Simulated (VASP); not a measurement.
# Ge (Imma) in VASP: reference runs

Aim: a first look at Ge with PBE, on the cell as given and on a disturbed one.

Program: VASP 6.6.1. These are calculated values, not measurements. Logs are shortened: lines on timing, memory, paths and dates and some standing lists are left out, and cuts for length are marked.

### Step 1. The structure

The structure is orthorhombic, space group Imma (No. 74). Conventional cell: a = 4.992 Å, b = 5.302 Å, c = 2.874 Å, α = 90.00°, β = 90.00°, γ = 90.00°. Ge (site symmetry mm2) has 6 Ge at 2.68 to 2.87 Å as nearest neighbours.

This isn't the form of Ge at room conditions, which is diamond.

### Step 2. Single point, PBE

Contents of INCAR:

```
PREC     = Accurate       # precision mode
ENCUT    = 520            # plane-wave cutoff, eV
EDIFF    = 1E-7           # SCF threshold, eV
ISMEAR   = -1             # smearing method
SIGMA    = 0.05           # smearing width, eV
LREAL    = F              # projectors in reciprocal space
LASPH    = T              # aspherical terms in the spheres
NELM     = 80             # most SCF steps
ALGO     = Normal         # electronic algorithm
ISIF     = 2              # what is computed and relaxed
LWAVE    = F              # write WAVECAR
LCHARG   = F              # write CHGCAR
GGA      = PE             # functional
NBANDS   = 21             # bands
```

Contents of KPOINTS:

```
Automatic mesh
0
Gamma
  11 11 11
```

Contents of POSCAR:

```
Ge
1.0
   -2.4958980000      2.6508630000      1.4369470000
    2.4958980000     -2.6508630000      1.4369470000
    2.4958980000      2.6508630000     -1.4369470000
Ge
2
Direct
    0.3140570000      0.0640570000      0.2500000000
    0.6859430000      0.9359430000      0.7500000000
```

Potentials or basis: VASP PAW PBE potentials, release 64 (Ge_d).

The run is started by

```console
$ cat potpaw_PBE.64/Ge_d/POTCAR > POTCAR
$ mpirun -np 1 vasp_std > vasp.out
```

OUTCAR:

```text
PREC = Accurate
   ENCUT = 520
   EDIFF = 1E-7
   ISMEAR = -1
   LREAL = F
   LASPH = T
   NELM = 80
   ISIF = 2
   GGA = PE

 ion  position               nearest neighbor table
   1  0.314  0.064  0.250-   2 2.68   2 2.68   2 2.72   2 2.72
   2  0.686  0.936  0.750-   1 2.68   1 2.68   1 2.72   1 2.72

  LATTYP: Found a body centered orthorhombic cell.
 ALAT       =     2.8738940000
 B/A-ratio  =     1.7369450648
 C/A-ratio  =     1.8447882907

  Lattice vectors:

 A1 = (   2.4958980000,  -2.6508630000,   1.4369470000)
 A2 = (  -2.4958980000,  -2.6508630000,  -1.4369470000)
 A3 = (   2.4958980000,   2.6508630000,  -1.4369470000)

Analysis of symmetry for initial positions (statically):
=====================================================================
 Subroutine PRICEL returns:
 Original cell was already a primitive cell.

 Routine SETGRP: Setting up the symmetry group for a
 body centered orthorhombic supercell.

 Subroutine GETGRP returns: Found  8 space group operations
 (whereof  4 operations were pure point group operations)
 out of a pool of  8 trial point group operations.

The static configuration has the point symmetry C_2h.
 The point group associated with its full space group is D_2h.

Analysis of symmetry for dynamics (positions and initial velocities):
=====================================================================
 Subroutine PRICEL returns:
 Original cell was already a primitive cell.

 Routine SETGRP: Setting up the symmetry group for a
 body centered orthorhombic supercell.

 Subroutine GETGRP returns: Found  8 space group operations
 (whereof  4 operations were pure point group operations)
 out of a pool of  8 trial point group operations.

The dynamic configuration has the point symmetry C_2h.
 The point group associated with its full space group is D_2h.

 Subroutine INISYM returns: Found  8 space group operations
 (whereof  4 operations are pure point group operations),
 and found     1 'primitive' translations

----------------------------------------------------------------------------------------

                                     Primitive cell

  volume of cell :      38.0290

  direct lattice vectors                    reciprocal lattice vectors
    -2.495898000  2.650863000  1.436947000     0.000000000  0.188617820  0.347959946
     2.495898000 -2.650863000  1.436947000     0.200328699  0.000000000  0.347959946
     2.495898000  2.650863000 -1.436947000     0.200328699  0.188617820  0.000000000

  length of vectors
     3.914255760  3.914255760  3.914255760     0.395793893  0.401506801  0.275151358

  position of ions in fractional coordinates (direct lattice)
     0.314057000  0.064057000  0.250000000
     0.685943000  0.935943000  0.750000000

  ion indices of the primitive-cell ions
   primitive index   ion index
                 1           1
                 2           2

----------------------------------------------------------------------------------------

 KPOINTS: Automatic mesh

Automatic generation of k-mesh.
 Grid dimensions read from file:
 generate k-points for:   11   11   11

 Generating k-lattice:

  Cartesian coordinates                     Fractional coordinates (reciprocal lattice)
     0.000000000  0.017147075  0.031632722     0.090909091 -0.000000000  0.000000000
     0.018211700  0.000000000  0.031632722    -0.000000000  0.090909091  0.000000000
     0.018211700  0.017147075  0.000000000     0.000000000  0.000000000  0.090909091

  Length of vectors
     0.035981263  0.036500618  0.025013760

  Shift w.r.t. Gamma in fractional coordinates (k-lattice)
     0.000000000  0.000000000  0.000000000

 Subroutine IBZKPT returns following result:
 ===========================================

 Found    216 irreducible k-points:

 Following reciprocal coordinates:
            Coordinates               Weight
  0.000000  0.000000  0.000000      1.000000
  0.090909  0.000000 -0.000000      4.000000
  0.181818  0.000000 -0.000000      4.000000
  0.272727  0.000000 -0.000000      4.000000
  0.363636  0.000000 -0.000000      4.000000
  0.454545  0.000000 -0.000000      4.000000
[... 16 lines left out ...]
  0.454545  0.181818 -0.000000      8.000000
 -0.454545  0.181818  0.000000      8.000000
 [... further k-points ...]
   k-points           NKPTS =    216   k-points in BZ     NKDIM =    216   number of bands    NBANDS=     21
   number of dos      NEDOS =    301   number of ions     NIONS =      2
   total plane-waves  NPLWV =  27000
   dimension x,y,z NGX =    30 NGY =   30 NGZ =   30
   dimension x,y,z NGXF=    60 NGYF=   60 NGZF=   60
   ions per type =               2
   NGX,Y,Z   is equivalent  to a cutoff of  12.74, 12.74, 12.74 a.u.
   NGXF,Y,Z  is equivalent  to a cutoff of  25.48, 25.48, 25.48 a.u.
 SYSTEM =  unknown system
   PREC   = accura    normal or accurate (medium, high low for compatibility)
   ISTART =      0    job   : 0-new  1-cont  2-samecut
   ICHARG =      2    charge: 1-file 2-atom 10-const
   ISPIN  =      1    spin polarized calculation?
   LNONCOLLINEAR =      F non collinear calculations
   LSORBIT =      F    spin-orbit coupling
   LASPH  =      T    aspherical Exc in radial PAW
   ENCUT  =  520.0 eV  38.22 Ry    6.18 a.u.   7.28  7.28  7.28*2*pi/ulx,y,z
   NELM   =     80;   NELMIN=  2; NELMDL= -5     # of ELM steps
   EDIFF  = 0.1E-06   stopping-criterion for ELM
   LREAL  =      F    real-space projection
   EDIFFG = 0.1E-05   stopping-criterion for IOM
   NSW    =      0    number of steps for IOM
   IBRION =     -1    ionic relax: 0-MD 1-quasi-New 2-CG
   NFREE  =      0    steps in history (QN), initial steepest desc. (CG)
   ISIF   =      2    stress and relaxation
   ISYM   =      2    0-nonsym 1-usesym 2-fastsym
   POTIM  = 0.5000    time-step for ionic-motion
   TEBEG  =    0.0;   TEEND  =   0.0 temperature during run
   PSTRESS=    0.0 pullay stress
   NELECT =      28.0000    total number of electrons
   NUPDOWN=      -1.0000    fix difference up-down
   EMIN   =  10.00;   EMAX   =-10.00  energy-range for DOS
   EFERMI =   0.00;   METHOD = LEGACY
   ISMEAR =    -1;   SIGMA  =   0.05  broadening in eV -4-tet -1-fermi 0-gaus
   EFERMI_NEDOS =   21; number of points for ismear=-14 and -15
   IALGO  =     38    algorithm
   IMIX   =      4    mixing-type and parameters
     AMIX     =   0.40;   BMIX     =  1.00
     AMIX_MAG =   1.60;   BMIX_MAG =  1.00
  volume/ion in A,a.u.               =      19.01       128.32
  Fermi-wavevector in a.u.,A,eV,Ry     =   1.478277  2.793539 29.732860  2.185304
  Thomas-Fermi vector in A             =   2.592578
   LORBIT       =      0    0 simple, 1 ext, 2 COOP (PROOUT), +10 PAW based schemes
   GGA     = PE    functional components
   LHFCALC =     F    Hartree Fock is set to
   AEXX    =    0.0000 exact exchange contribution
   IVDW    =     0    specifies the selected vdW correction
   LEPSILON=     F    determine dielectric tensor
   LRPA    =     F    only Hartree local field effects (RPA)
 non-spin polarized calculation
  energy-cutoff  :      520.00
  volume of cell :       38.03
 maximum number of plane-waves:      1044
 NGX is ok and might be reduce to    30
   NGX = 15   NGY = 15   NGZ = 15

 number of electron      28.0000014 magnetization

 Free energy of the ion-electron system (eV)
  ---------------------------------------------------
  ext. energy  EPLUGINS =         0.00000000
  ---------------------------------------------------
  free energy    TOTEN  =        -8.56105698 eV

  energy without entropy =       -8.55475283  energy(sigma->0) =       -8.55790490

 E-fermi :   6.5528     XC(G=0): -11.1900

 val. band max:        6.5483569907   @ k =   0.4545   0.2727   0.0909
 cond. band min:       6.5551798708   @ k =   0.4545   0.1818  -0.0000
 fundamental gap:      0.0068228801
 Fermi energy:         6.5527628415

 k-point     1 :       0.0000    0.0000    0.0000
  band No.  band energies     occupation
      1     -18.2224      2.00000
      2     -18.1472      2.00000
      3     -18.1450      2.00000
      4     -18.1405      2.00000
      5     -18.1086      2.00000
      6     -18.0717      2.00000
[... 13 lines left out ...]
     20      17.2450      0.00000
     21      19.1762      0.00000

 k-point     2 :       0.0909    0.0000   -0.0000
  band No.  band energies     occupation
      1     -18.2161      2.00000
      2     -18.1409      2.00000
      3     -18.1365      2.00000
      4     -18.1332      2.00000
      5     -18.1103      2.00000
      6     -18.0741      2.00000
[... 13 lines left out ...]
     20      17.4967      0.00000
     21      18.4995      0.00000

 k-point     3 :       0.1818    0.0000   -0.0000
  band No.  band energies     occupation
      1     -18.1991      2.00000
      2     -18.1258      2.00000
      3     -18.1211      2.00000
      4     -18.1138      2.00000
      5     -18.1055      2.00000
      6     -18.0783      2.00000
[... 13 lines left out ...]
     20      15.7128      0.00000
     21      18.6427      0.00000

 k-point     4 :       0.2727    0.0000   -0.0000
  band No.  band energies     occupation
      1     -18.1756      2.00000
      2     -18.1208      2.00000
      3     -18.1064      2.00000
      4     -18.1026      2.00000
      5     -18.0735      2.00000
      6     -18.0706      2.00000
[... 13 lines left out ...]
     20      14.5367      0.00000
     21      19.2463      0.00000

 k-point     5 :       0.3636    0.0000   -0.0000
  band No.  band energies     occupation
      1     -18.1512      2.00000
      2     -18.1208      2.00000
      3     -18.0963      2.00000
      4     -18.0915      2.00000
      5     -18.0756      2.00000
      6     -18.0743      2.00000
[... 13 lines left out ...]
     20      15.0711      0.00000
     21      20.3870      0.00000
[... 382 lines left out ...]
     20      16.5910      0.00000
     21      18.5571      0.00000

 k-point    22 :       0.3636    0.1818   -0.0000
  band No.  band energies     occupation
      1     -18.1567      2.00000
      2     -18.1297      2.00000
      3     -18.1141      2.00000
      4     -18.0821      2.00000
      5     -18.0774      2.00000
      6     -18.0527      2.00000
[... 13 lines left out ...]
     20      17.5635      0.00000
     21      18.7898      0.00000

 k-point    23 :       0.4545    0.1818   -0.0000
  band No.  band energies     occupation
      1     -18.1494      2.00000
      2     -18.1222      2.00000
      3     -18.1024      2.00000
      4     -18.0948      2.00000
      5     -18.0721      2.00000
      6     -18.0480      2.00000
[... 13 lines left out ...]
     20      17.3573      0.00000
     21      18.4922      0.00000

 k-point    24 :      -0.4545    0.1818    0.0000
  band No.  band energies     occupation
      1     -18.1519      2.00000
      2     -18.1177      2.00000
      3     -18.1076      2.00000
      4     -18.0909      2.00000
      5     -18.0833      2.00000
      6     -18.0500      2.00000
[... 13 lines left out ...]
     20      17.3665      0.00000
     21      17.5508      0.00000

 [... further k-points ...]

------------------------ aborting loop because EDIFF is reached ----------------------------------------

  FORCE on cell =-STRESS in cart. coord.  units (eV):
  Direction    XX          YY          ZZ          XY          YZ          ZX
  --------------------------------------------------------------------------------------
  -------------------------------------------------------------------------------------
  Total        0.5645758      0.0767609      0.1972027      0.0000000     -0.0000000      0.0000000
  in kB       23.7858141      3.2339682      8.3082324      0.0000000     -0.0000000      0.0000000
  external PRESSURE =      11.7760049 kB  Pullay stress =       0.0000000 kB

 VOLUME and BASIS-vectors are now :
 -----------------------------------------------------------------------------
  energy-cutoff  :      520.00
  volume of cell :       38.03
      direct lattice vectors                 reciprocal lattice vectors
    -2.495898000  2.650863000  1.436947000     0.000000000  0.188617820  0.347959946
     2.495898000 -2.650863000  1.436947000     0.200328699  0.000000000  0.347959946
     2.495898000  2.650863000 -1.436947000     0.200328699  0.188617820  0.000000000

 POSITION                                       TOTAL-FORCE (eV/Angst)
 -----------------------------------------------------------------------------------
      0.00000      1.32543      0.18409         0.000000      0.000000      0.056801
      2.49590      1.32543      1.25285        -0.000000     -0.000000     -0.056801
 -----------------------------------------------------------------------------------
    total drift:                               -0.000000     -0.000000      0.000000

  FREE ENERGIE OF THE ION-ELECTRON SYSTEM (eV)
  ---------------------------------------------------
  free  energy   TOTEN  =        -8.5610569828 eV

  energy  without entropy=       -8.5547528260  energy(sigma->0) =       -8.55790490
```

Wall time 4.2 min (1 thread of AMD EPYC 7R43 (Zen 3), shared host); peak memory 0.23 GiB.

Results:

```
Free energy            : -8.5611 eV
Pressure               : 1.2 GPa
Largest force          : 0.057 eV/Å
Band gap on the k mesh : none (metal or under the smearing width)
```

Forces in eV/Å, atoms in the order of the input:
```
Ge   0.000  0.000  0.057
Ge   0.000  0.000 -0.057
```

### Step 3. Single point, PBE (atoms moved at random, drawn with an rms of 0.05 Å)

Contents of INCAR:

```
SYSTEM = Ge
  PREC = Accurate
  ENCUT = 520
  EDIFF = 1E-7
  ISMEAR = -1
  SIGMA = 0.05
  LREAL = .FALSE.
  LASPH = .TRUE.
  NELM = 60
  ALGO = Normal
  ISIF = 2
  LWAVE = .FALSE.
  LCHARG = .FALSE.
  GGA = PE
  NBANDS = 21
```

Contents of KPOINTS:

```
regular mesh
0
G
  11 11 11
  0 0 0
```

Contents of POSCAR:

```
Ge
1.0
   -2.4958980000      2.6508630000      1.4369470000
    2.4958980000     -2.6508630000      1.4369470000
    2.4958980000      2.6508630000     -1.4369470000
Ge
2
Direct
    0.2983960000      0.0372420000      0.2393350000
    0.6945250000      0.9475460000      0.7538390000
```

Potentials or basis: VASP PAW PBE potentials, release 64 (Ge_d).

The run is started by

```console
$ cat potpaw_PBE.64/Ge_d/POTCAR > POTCAR
$ mpirun -np 1 vasp_std > vasp.out
```

Wall time 13 min (1 thread of AMD EPYC 7R43 (Zen 3), shared host); peak memory 0.46 GiB.

It converged, with:

- Free energy: -8.5510 eV
- Pressure: 1.3 GPa
- Largest force: 0.168 eV/Å
- Band gap on the k mesh: none (metal or under the smearing width)

Forces in eV/Å, atoms in the order of the input:
```
Ge   0.160  0.004  0.049
Ge  -0.160 -0.004 -0.049
```

Stress tensor (GPa, compression positive):
```
 2.21  0.00 -0.49
 0.00  0.91  0.00
-0.49  0.00  0.90
```

Levels at points of the mesh, in eV from the Fermi level:
| k point | band 12 | band 13 | band 14 | band 15 | band 16 | band 17 |
| --- | --- | --- | --- | --- | --- | --- |
| (0.00, 0.00, 0.00) | -3.85 | -2.36 | -1.95 | 3.40 | 7.02 | 7.10 |
